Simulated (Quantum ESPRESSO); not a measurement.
Ag in Quantum ESPRESSO: the effect of target pressure

Crystal: Ag.

```
Ag
1.0
     0.00000    2.04275    2.04275
     2.04275    0.00000    2.04275
     2.04275    2.04275    0.00000
Ag
1
Direct
  0.00000 0.00000 0.00000
```

Alike in all runs:

- Program: Quantum ESPRESSO 7.5
- Task: relaxation of cell and atoms
- Functional: PBEsol
- Potentials or basis: SSSP 1.3 efficiency PBE
- Cutoff: 939 eV
- Density cutoff: 3755 eV
- k mesh: 11 × 11 × 11
- Occupations: fermi-dirac, width 0.05 eV
- Spin: no spin polarisation

Each run relaxes the cell or the atoms first.

**Question.** One run gave: relaxed volume 16.28 Å³/atom. Which target pressure did it use?
A. 2 GPa
B. 10 GPa
C. 5 GPa
D. 20 GPa
E. 0 GPa

**Answer.** A.

```csv
target pressure,relaxed volume (Å³/atom)
0 GPa,16.54
2 GPa,16.28
5 GPa,15.94
10 GPa,15.46
20 GPa,14.72
30 GPa,14.14
```

Caveats: the potentials were made for another functional, which shifts forces and pressure; the volume moved by over 15 % at a fixed basis, so the end points are rough (some runs).
